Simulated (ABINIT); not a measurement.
# SnSe (Fm-3m) in ABINIT: further runs

Runs on SnSe. Level: LDA. Tasks: single point, relaxation of cell and atoms.

Program: ABINIT 10.8.3 (patched build). These are calculated values, not measurements. Logs are shortened: lines on timing, memory, paths and dates and some standing lists are left out, and cuts for length are marked. The log counts tension as positive stress, the text compression.

## (1) Starting point

It takes space group Fm-3m (No. 225, cubic). Conventional cell: a = 6.020 Å, b = 6.020 Å, c = 6.020 Å, α = 90.00°, β = 90.00°, γ = 90.00°. Sn (site symmetry m-3m) is surrounded by 6 Se at 3.01 Å. Se (site symmetry m-3m) has 6 Sn at 3.01 Å as nearest neighbours.

Measurements of this composition are mostly on another form, of space group No. 62.

## (2) Single point, LDA

Input file run.abi:

```
# Pseudopotentials
pp_dirpath "./"
pseudos "Sn.upf, Se.upf"

# Structure
acell 8.044153707 8.044153707 8.044153707
rprim
     0.0000000000     0.7071067812     0.7071067812
     0.7071067812     0.0000000000     0.7071067812
     0.7071067812     0.7071067812     0.0000000000
ntypat 2
znucl 50 34
natom 2
typat 1 2
xred
     0.0000000000     0.0000000000     0.0000000000
     0.5000000000     0.5000000000     0.5000000000

# Plane-wave basis
ecut 40.0

# k points
kptopt 1
ngkpt 6 6 6
nshiftk 1
shiftk 0.0 0.0 0.0

# Exchange and correlation
ixc 7

# Bands and occupations
nband 19
occopt 3
tsmear 0.05 eV

# SCF cycle
nstep 100
tolvrs 1.0e-10

# Output
iomode 3
prtwf 0
prtden 0
prteig 0
prtebands 0
enunit 1
```

Potentials or basis: PseudoDojo NC SR LDA v0.4.1 standard.

Launch:

```console
$ mpirun --bind-to none -np 4 abinit run.abi > log 2>&1
```

run.abo:

```text
.Version 10.8.3 of ABINIT
 Symmetries : space group Fm -3 m (#225); Bravais cF (face-center cubic)
================================================================================
 Values of the parameters that define the memory need of the present run
     intxc =       0    ionmov =       0      iscf =       7    lmnmax =       6
     lnmax =       6     mgfft =      48  mpssoang =       3    mqgrid =    3001
     natom =       2  nloc_mem =       1    nspden =       1   nspinor =       1
    nsppol =       1      nsym =      48    n1xccc =    2501    ntypat =       2
    occopt =       3   xclevel =       1
       mpw =        4471          nfft =      110592          nkpt =          16
================================================================================
================================================================================

--------------------------------------------------------------------------------
------------- Echo of variables that govern the present computation ------------
--------------------------------------------------------------------------------
 -outvars: echo values of preprocessed input variables --------
            acell      8.0441537070E+00  8.0441537070E+00  8.0441537070E+00 Bohr
              amu      1.18710000E+02  7.89600000E+01
             ecut      4.00000000E+01 Hartree
           enunit           1
              ixc           7
         kptrlatt        6    0    0      0    6    0      0    0    6
          kptrlen      4.82649222E+01
            natom           2
            nband          19
            ngfft          48      48      48
             nkpt          16
            nstep         100
             nsym          48
           ntypat           2
           occopt           3
           prtden           0
        prtebands           0
           prteig           0
            prtwf           0
            rprim      0.0000000000E+00  7.0710678120E-01  7.0710678120E-01
                       7.0710678120E-01  0.0000000000E+00  7.0710678120E-01
                       7.0710678120E-01  7.0710678120E-01  0.0000000000E+00
          spgroup         225
           tolvrs      1.00000000E-10
           tsmear      1.83746611E-03 Hartree
            typat      1  2
           xangst      0.0000000000E+00  0.0000000000E+00  0.0000000000E+00
                       3.0099999980E+00  3.0099999980E+00  3.0099999980E+00
            xcart      0.0000000000E+00  0.0000000000E+00  0.0000000000E+00
                       5.6880756352E+00  5.6880756352E+00  5.6880756352E+00
             xred      0.0000000000E+00  0.0000000000E+00  0.0000000000E+00
                       5.0000000000E-01  5.0000000000E-01  5.0000000000E-01
            znucl       50.00000   34.00000

================================================================================

 chkinp: Checking input parameters for consistency.

================================================================================
== DATASET  1 ==================================================================

--- !DatasetInfo
iteration_state: {dtset: 1, }
dimensions: {natom: 2, nkpt: 16, mband: 19, nsppol: 1, nspinor: 1, nspden: 1, mpw: 4471, }
cutoff_energies: {ecut:  40.0, pawecutdg:  -1.0, }
electrons: {nelect:   3.00000000E+01, charge:   0.00000000E+00, occopt:   3.00000000E+00, tsmear:   1.83746611E-03, }
meta: {optdriver: 0, ionmov: 0, optcell: 0, iscf: 7, paral_kgb: 0, }
...

 Exchange-correlation functional for the present dataset will be:
  LDA: Perdew-Wang 92 LSD fit to Ceperley-Alder data - ixc=7
  J.P.Perdew and Y.Wang, PRB 45, 13244 (1992)

 Real(R)+Recip(G) space primitive vectors, cartesian coordinates (Bohr,Bohr^-1):
 R(1)=  0.0000000  5.6880756  5.6880756  G(1)= -0.0879032  0.0879032  0.0879032
 R(2)=  5.6880756  0.0000000  5.6880756  G(2)=  0.0879032 -0.0879032  0.0879032
 R(3)=  5.6880756  5.6880756  0.0000000  G(3)=  0.0879032  0.0879032 -0.0879032
 Unit cell volume ucvol=  3.6806632E+02 bohr^3
 Angles (23,13,12)=  6.00000000E+01  6.00000000E+01  6.00000000E+01 degrees

 getcut: wavevector=  0.0000  0.0000  0.0000  ngfft=  48  48  48
         ecut(hartree)=     40.000   => boxcut(ratio)=   2.09588

--- Pseudopotential description ------------------------------------------------
- pspini: atom type   1  psp file is ./Sn.upf
12 -1012 2 -1 1608                            pspcod,pspxc,lmax,lloc,mmax
     nproj     2     2     2

- pspini: atom type   2  psp file is ./Se.upf
12 -1012 2 -1 1198                            pspcod,pspxc,lmax,lloc,mmax
     nproj     2     2     2

   1.82573548E+03                                ecore*ucvol(ha*bohr**3)
--------------------------------------------------------------------------------

================================================================================

--- !BeginCycle
iteration_state: {dtset: 1, }
solver: {iscf: 7, nstep: 100, nline: 4, wfoptalg: 0, }
tolerances: {tolvrs: 1.00E-10, }
...

     iter   Etot(hartree)      deltaE(h)  residm     vres2
 ETOT  1  -198.80015080931    -1.988E+02 9.126E-01 8.914E+01
 ETOT  2  -199.78949468454    -9.893E-01 1.197E-02 1.378E+01
 ETOT  3  -199.79163284143    -2.138E-03 1.451E-02 1.258E-01
 ETOT  4  -199.79165075849    -1.792E-05 1.911E-03 2.711E-02
 ETOT  5  -199.79165469412    -3.936E-06 1.441E-03 2.175E-03
 ETOT  6  -199.79165497654    -2.824E-07 6.819E-05 4.025E-05
 ETOT  7  -199.79165498306    -6.522E-09 8.168E-05 6.733E-07
 ETOT  8  -199.79165498314    -7.805E-11 1.883E-05 2.329E-08
 ETOT  9  -199.79165498313     1.123E-11 4.657E-05 7.343E-10
 ETOT 10  -199.79165498314    -7.816E-12 1.063E-05 1.036E-13

 At SCF step   10       vres2   =  1.04E-13 < tolvrs=  1.00E-10 =>converged.

 Cartesian components of stress tensor (hartree/bohr^3)
  sigma(1 1)=  1.28832079E-04  sigma(3 2)=  0.00000000E+00
  sigma(2 2)=  1.28832079E-04  sigma(3 1)=  0.00000000E+00
  sigma(3 3)=  1.28832079E-04  sigma(2 1)=  0.00000000E+00

--- !ResultsGS
iteration_state: {dtset: 1, }
comment   : Summary of ground state results
lattice_vectors:
- [  0.0000000,   5.6880756,   5.6880756, ]
- [  5.6880756,   0.0000000,   5.6880756, ]
- [  5.6880756,   5.6880756,   0.0000000, ]
lattice_lengths: [   8.04415,    8.04415,    8.04415, ]
lattice_angles: [ 60.000,  60.000,  60.000, ] # degrees, (23, 13, 12)
lattice_volume:   3.6806632E+02
convergence: {deltae: -7.816E-12, res2:  1.036E-13, residm:  1.063E-05, diffor: null, }
etotal    :  -1.99791655E+02
entropy   :   0.00000000E+00
fermie    :   1.77728991E-01
cartesian_stress_tensor: # hartree/bohr^3
- [  1.28832079E-04,   0.00000000E+00,   0.00000000E+00, ]
- [  0.00000000E+00,   1.28832079E-04,   0.00000000E+00, ]
- [  0.00000000E+00,   0.00000000E+00,   1.28832079E-04, ]
pressure_GPa:  -3.7904E+00
xred      :
- [  0.0000E+00,   0.0000E+00,   0.0000E+00, Sn]
- [  5.0000E-01,   5.0000E-01,   5.0000E-01, Se]
cartesian_forces: # hartree/bohr
- [ -0.00000000E+00,  -0.00000000E+00,  -0.00000000E+00, ]
- [ -0.00000000E+00,  -0.00000000E+00,  -0.00000000E+00, ]
force_length_stats: {min:   0.00000000E+00, max:   0.00000000E+00, mean:   0.00000000E+00, }
...

 Integrated electronic density in atomic spheres:
 ------------------------------------------------
 Atom  Sphere_radius  Integrated_density
    1        2.00000         10.52065516
    2        2.00000         13.19201214
================================================================================

 ----iterations are completed or convergence reached----

 Mean square residual over all n,k,spin=   48.033E-09; max=  10.634E-06
 reduced coordinates (array xred) for    2 atoms
       0.000000000000      0.000000000000      0.000000000000
       0.500000000000      0.500000000000      0.500000000000
 rms dE/dt=  0.0000E+00; max dE/dt=  0.0000E+00; dE/dt below (all hartree)
    1       0.000000000000      0.000000000000      0.000000000000
    2       0.000000000000      0.000000000000      0.000000000000

 cartesian coordinates (angstrom) at end:
    1      0.00000000000000     0.00000000000000     0.00000000000000
    2      3.00999999801685     3.00999999801685     3.00999999801685

 cartesian forces (hartree/bohr) at end:
    1     -0.00000000000000    -0.00000000000000    -0.00000000000000
    2     -0.00000000000000    -0.00000000000000    -0.00000000000000
 frms,max,avg= 0.0000000E+00 0.0000000E+00   0.000E+00  0.000E+00  0.000E+00 h/b

 cartesian forces (eV/Angstrom) at end:
    1     -0.00000000000000    -0.00000000000000    -0.00000000000000
    2     -0.00000000000000    -0.00000000000000    -0.00000000000000
 frms,max,avg= 0.0000000E+00 0.0000000E+00   0.000E+00  0.000E+00  0.000E+00 e/A
 length scales=  8.044153707000  8.044153707000  8.044153707000 bohr
              =  4.256782819857  4.256782819857  4.256782819857 angstroms
 Fermi (or HOMO) energy (eV) =   4.83625   Average Vxc (eV)= -10.39258
 Eigenvalues (   eV  ) for nkpt=  16  k points:
 kpt#   1, nband= 19, wtk=  0.00463, kpt=  0.0000  0.0000  0.0000 (reduced coord)
 -43.21671  -43.21671  -43.21529  -43.21529  -43.21529  -16.83510  -16.83510  -16.83384
 -16.83384  -16.83384   -9.27101   -0.60381    2.47183    2.47183    2.47183    8.85447
   8.85447    8.85447   10.52695
 prteigrs : prtvol=0 or 1, do not print more k-points.

--- !EnergyTerms
iteration_state     : {dtset: 1, }
comment             : Components of total free energy in Hartree
kinetic             :  1.25091713170491E+02
hartree             :  5.37008452784966E+01
xc                  : -4.55285544144902E+01
Ewald energy        : -1.12540609254987E+02
psp_core            :  4.96034372123410E+00
local_psp           : -1.52301684948298E+02
non_local_psp       : -7.31737061581718E+01
internal            : -1.99791652605725E+02
'-kT*entropy'       : -2.37741411834852E-06
total_energy        : -1.99791654983139E+02
total_energy_eV     : -5.43660789246997E+03
band_energy         : -2.24323917280525E+01
...

 Cartesian components of stress tensor (hartree/bohr^3)
  sigma(1 1)=  1.28832079E-04  sigma(3 2)=  0.00000000E+00
  sigma(2 2)=  1.28832079E-04  sigma(3 1)=  0.00000000E+00
  sigma(3 3)=  1.28832079E-04  sigma(2 1)=  0.00000000E+00

-Cartesian components of stress tensor (GPa)         [Pressure= -3.7904E+00 GPa]
- sigma(1 1)=  3.79037061E+00  sigma(3 2)=  0.00000000E+00
- sigma(2 2)=  3.79037061E+00  sigma(3 1)=  0.00000000E+00
- sigma(3 3)=  3.79037061E+00  sigma(2 1)=  0.00000000E+00

== END DATASET(S) ==============================================================
================================================================================

 -outvars: echo values of variables after computation  --------
            acell      8.0441537070E+00  8.0441537070E+00  8.0441537070E+00 Bohr
           etotal     -1.9979165498E+02
            fcart     -0.0000000000E+00 -0.0000000000E+00 -0.0000000000E+00
                      -0.0000000000E+00 -0.0000000000E+00 -0.0000000000E+00
            rprim      0.0000000000E+00  7.0710678120E-01  7.0710678120E-01
                       7.0710678120E-01  0.0000000000E+00  7.0710678120E-01
                       7.0710678120E-01  7.0710678120E-01  0.0000000000E+00
           strten      1.2883207852E-04  1.2883207852E-04  1.2883207852E-04
                       0.0000000000E+00  0.0000000000E+00  0.0000000000E+00
           xangst      0.0000000000E+00  0.0000000000E+00  0.0000000000E+00
                       3.0099999980E+00  3.0099999980E+00  3.0099999980E+00
             xred      0.0000000000E+00  0.0000000000E+00  0.0000000000E+00
                       5.0000000000E-01  5.0000000000E-01  5.0000000000E-01
 Calculation completed.
```

Wall time 15 s (4 MPI ranks of Arm Neoverse V1, shared host); peak memory 0.32 GiB.

What came out:

```
Free energy                                           : -5436.6079 eV
Pressure                                              : -3.8 GPa
Band gap on the k mesh                                : 0.60 eV, direct
Valence electrons inside the program's atomic spheres : Sn 10.52; Se 13.19
```

Levels at points of the mesh, in eV from the valence-band top:
```
           k point  band 12  band 13  band 14  band 15  band 16  band 17  band 18  band 19
(0.00, 0.00, 0.00)    -5.14    -2.06    -2.06    -2.06     4.32     4.32     4.32     5.99
(0.50, 0.00, 0.00)    -8.02    -1.81    -1.81     0.00     0.60     1.29     1.29     8.26
(0.50, 0.50, 0.00)    -6.05    -5.37    -3.52    -3.52     3.11     5.35     5.35     5.96
```

Caveat: spin-orbit coupling is left out, which moves the levels of the heavy elements. A k mesh can miss the band edges.

## (3) Relaxation of cell and atoms, LDA

Input file run.abi:

```
pp_dirpath "./"
pseudos "Sn.upf, Se.upf"

acell 4.2567828227 4.2567828227 4.2567828227 Angstrom
rprim
     0.0000000000     0.7071067812     0.7071067812
     0.7071067812     0.0000000000     0.7071067812
     0.7071067812     0.7071067812     0.0000000000
ntypat 2
znucl 50 34
natom 2
typat 1 2
chkprim 0
chksymtnons 0
tolsym 1.0e-6
xred
            0.0            0.0            0.0
            1/2            1/2            1/2

ecut 1170.089609 eV
ecutsm 0.5

kptopt 1
ngkpt 6 6 6
nshiftk 1
shiftk 0.0 0.0 0.0

ixc 7

nband 19
occopt 3
tsmear 0.05 eV

nstep 80
tolvrs 1.0e-12

iomode 3
prteig 0
prtebands 0
prtwf 0
prtden 0

ionmov 2
optcell 2
ntime 50
tolmxf 2.0e-5
dilatmx 1.08
```

Potentials or basis: PseudoDojo NC SR LDA v0.4.1 standard.

Launch:

```console
$ mpirun --bind-to none -np 4 abinit run.abi > log 2>&1
```

It took 75 s on 4 MPI ranks of Arm Neoverse V2, shared host; peak memory 0.4 GiB.

It converged, with:

* Free energy: -5436.6545 eV
* Relaxed volume: 25.43 Å³/atom
* Relaxed cell: a = 4.159 Å, b = 4.159 Å, c = 4.159 Å, α = 60.00°, β = 60.00°, γ = 60.00°
* Space group after relaxing (to 0.05 Å): Fm-3m (No. 225)
* Energy gained by relaxing: 22.5 meV/atom
* Ionic steps: 5
* Pressure after relaxing: 0.0 GPa
* Band gap on the k mesh: 0.91 eV, direct

Step by step:
```csv
step,energy change (eV),largest force (eV/Å),pressure (GPa),volume (Å³)
1,0.0000,0.0000,-3.67,54.54
2,-0.0130,0.0000,-3.16,53.93
3,-0.0446,0.0000,0.38,50.54
4,-0.0450,0.0000,-0.03,50.88
5,-0.0450,0.0000,0.00,50.85
```

Final structure:
```xyz
2
Lattice="0.0000 2.9405 2.9405 2.9405 0.0000 2.9405 2.9405 2.9405 0.0000" Properties=species:S:1:pos:R:3 pbc="T T T"
Sn    0.0000    0.0000    0.0000
Se    2.9405    2.9405    2.9405
```

Caveat: spin-orbit coupling is left out, which moves the levels of the heavy elements. Zero-point motion and thermal expansion aren't in these numbers.

## (4) Single point, LDA (cell relaxed)

Input file run.abi:

```
# Pseudopotentials
pp_dirpath "./"
pseudos "Sn.upf, Se.upf"

# Structure
acell 4.1585594542 4.1585594542 4.1585594542 Angstrom
rprim
     0.0000000000     0.7071067812     0.7071067812
     0.7071067812     0.0000000000     0.7071067812
     0.7071067812     0.7071067812     0.0000000000
ntypat 2
znucl 50 34
natom 2
typat 1 2
xred
     0.0000000000     0.0000000000     0.0000000000
     0.5000000000     0.5000000000     0.5000000000
chkprim 0
chksymtnons 0
tolsym 1.0e-6

# Plane-wave basis
ecut 43.0

# k points
kptopt 1
ngkpt 6 6 6
nshiftk 1
shiftk 0.0 0.0 0.0

# Exchange and correlation
ixc 7

# Bands and occupations
nband 19
occopt 3
tsmear 0.05 eV

# SCF cycle
nstep 100
tolvrs 1.0e-10

# Output
iomode 3
prtwf 0
prtden 0
prteig 0
prtebands 0
```

Launch:

```console
$ mpirun --bind-to none -np 4 abinit run.abi > log 2>&1
```

Wall time 12 s (4 MPI ranks of Arm Neoverse V2, shared host); peak memory 0.32 GiB.

The run converged. Its results:

* Free energy: -5436.6545 eV
* Pressure: 0.0 GPa
* Band gap on the k mesh: 0.91 eV, direct
* Valence electrons inside the program's atomic spheres: Sn 10.55; Se 13.24

Levels at points of the mesh, in eV from the valence-band top:
```
           k point  band 11  band 12  band 13  band 14  band 15  band 16  band 17  band 18  band 19
(0.00, 0.00, 0.00)   -14.25    -4.86    -2.22    -2.22    -2.22     4.63     4.63     4.63     5.96
(0.50, 0.00, 0.00)   -13.17    -8.35    -1.95    -1.95     0.00     0.91     1.29     1.29     8.51
(0.50, 0.50, 0.00)   -12.82    -6.02    -5.82    -3.81    -3.81     2.92     5.79     5.79     6.47
```

Caveat: spin-orbit coupling is left out, which moves the levels of the heavy elements. A k mesh can miss the band edges.

## (5) Single point, LDA

run.abi, as its differences from that of step 4:

```diff
@@ -5,3 +5,3 @@
 # Structure
-acell 4.1585594542 4.1585594542 4.1585594542 Angstrom
+acell 8.044153707 8.044153707 8.044153707
 rprim
@@ -17,8 +17,5 @@
      0.5000000000     0.5000000000     0.5000000000
-chkprim 0
-chksymtnons 0
-tolsym 1.0e-6
 
 # Plane-wave basis
-ecut 43.0
+ecut 40.0
 
@@ -45,4 +42,9 @@
 prtwf 0
-prtden 0
 prteig 0
 prtebands 0
+enunit 1
+prtden 1
+prtvha 1
+prtvclmb 1
+prtpot 1
+prtelf 1
```

Launch:

```console
$ abinit run.abi > log 2>&1
```

It took 57 s on 1 thread of Intel Xeon Platinum 8259CL at 2.50GHz (Skylake/Cascade Lake), shared host; peak memory 0.09 GiB.

Results (log left out):

| Item | Value |
| --- | --- |
| Free energy | -5436.6079 eV |
| Pressure | -3.8 GPa |
| Band gap on the k mesh | 0.60 eV, direct |
| Valence electrons inside the program's atomic spheres | Sn 10.52; Se 13.19 |

Levels at points of the mesh, in eV from the valence-band top:
| k point | band 13 | band 14 | band 15 | band 16 | band 17 | band 18 |
| --- | --- | --- | --- | --- | --- | --- |
| (0.00, 0.00, 0.00) | -2.06 | -2.06 | -2.06 | 4.32 | 4.32 | 4.32 |
| (0.50, 0.00, 0.00) | -1.81 | -1.81 | 0.00 | 0.60 | 1.29 | 1.29 |
| (0.50, 0.50, 0.00) | -5.37 | -3.52 | -3.52 | 3.11 | 5.35 | 5.35 |

Caveat: spin-orbit coupling is left out, which moves the levels of the heavy elements. A k mesh can miss the band edges.

## (6) Overview

```tsv
task	cell	cutoff (eV)	cell freedom (optcell)	optimiser (ionmov)	cutoff smearing ecutsm (Ha)	force stop (Ha/bohr)	gap on the mesh (eV)	pressure (GPa)
single point	as given	1088	-	-	-	-	0.60	-3.8
relaxation of cell and atoms	relaxed	1170	2	2	0.5	2e-05	0.91	0.0
single point	cell relaxed	1170	-	-	-	-	0.91	0.0
```

Alike in all rows: level LDA; potentials or basis PseudoDojo NC SR LDA v0.4.1 standard; no spin polarisation; k mesh 6 × 6 × 6; smearing fermi-dirac 0.05 eV.

Caveats: spin-orbit coupling is left out, which moves the levels of the heavy elements.

Absolute energies hang on the potentials; compare differences alone.
